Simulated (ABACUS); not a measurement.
Wanted: the native input for an ABACUS 3.10.1 run.

```
Task                                          : single point
Functional                                    : TPSS
Potentials or basis                           : SG15 ONCV 1.2 PBE
Cutoff                                        : 1374 eV
Density cutoff                                : 5497 eV
Basis                                         : plane waves
k mesh                                        : 5 × 5 × 5
Occupations                                   : fermi-dirac, width 0.05 eV
Spin                                          : no spin polarisation
Radial cutoff of the potentials (pseudo_rcut) : 10 bohr
SCF threshold on the density                  : 1e-08
Max SCF steps                                 : 100
Eigensolver                                   : dav
Mixing                                        : broyden
Mixing share                                  : 0.7
Symmetry key                                  : 1
Bands                                         : 23
```

The system is ZnSe (Stilleite).

```
Se Zn
1.0
     0.00000    2.83380    2.83380
     2.83380    0.00000    2.83380
     2.83380    2.83380    0.00000
Se Zn
1 1
Direct
  0.75000 0.75000 0.75000
  0.00000 0.00000 0.00000
```

These files were run (other wordings do the same):

INPUT

```
INPUT_PARAMETERS
suffix              ZnSe
calculation         scf
basis_type          pw
pseudo_dir          ./
symmetry            1
dft_functional      MGGA_X_TPSS+MGGA_C_TPSS
ecutwfc             101
pseudo_rcut         10
nspin               1
nbands              23
ks_solver           dav
smearing_method     fd
smearing_sigma      0.00367493
scf_thr             1e-08
scf_nmax            100
mixing_type         broyden
mixing_beta         0.7
cal_force           1
cal_stress          1
mixing_tau          1
out_chg             1
kpar                4
```

STRU

```
ATOMIC_SPECIES
Se 78.9710 Se_ONCV_PBE-1.2.upf
Zn 65.3800 Zn_ONCV_PBE-1.2.upf

LATTICE_CONSTANT
1.8897261246

LATTICE_VECTORS
0.0000000000 2.8338000000 2.8338000000
2.8338000000 0.0000000000 2.8338000000
2.8338000000 2.8338000000 0.0000000000

ATOMIC_POSITIONS
Cartesian

Se
0.0
1
4.2507000000 4.2507000000 4.2507000000 1 1 1

Zn
0.0
1
0.0000000000 0.0000000000 0.0000000000 1 1 1
```

KPT

```
K_POINTS
0
Gamma
5 5 5 0 0 0
```

Potentials or basis: SG15 ONCV 1.2 PBE, plane waves.

The run is started by

```sh
$ OMP_NUM_THREADS=1 mpirun -np 4 abacus > log
```

It gave:

```yaml
Pressure: 2.3 GPa
Band_gap_on_the_k_mesh: 1.49 eV, direct
```

Caveat: the potentials were made for another functional, which shifts forces and pressure.

Run time: 40 s on 4 MPI ranks on Intel(R) Xeon(R) Platinum 8488C (Sapphire Rapids) (shared host), peak memory 0.52 GiB a rank.
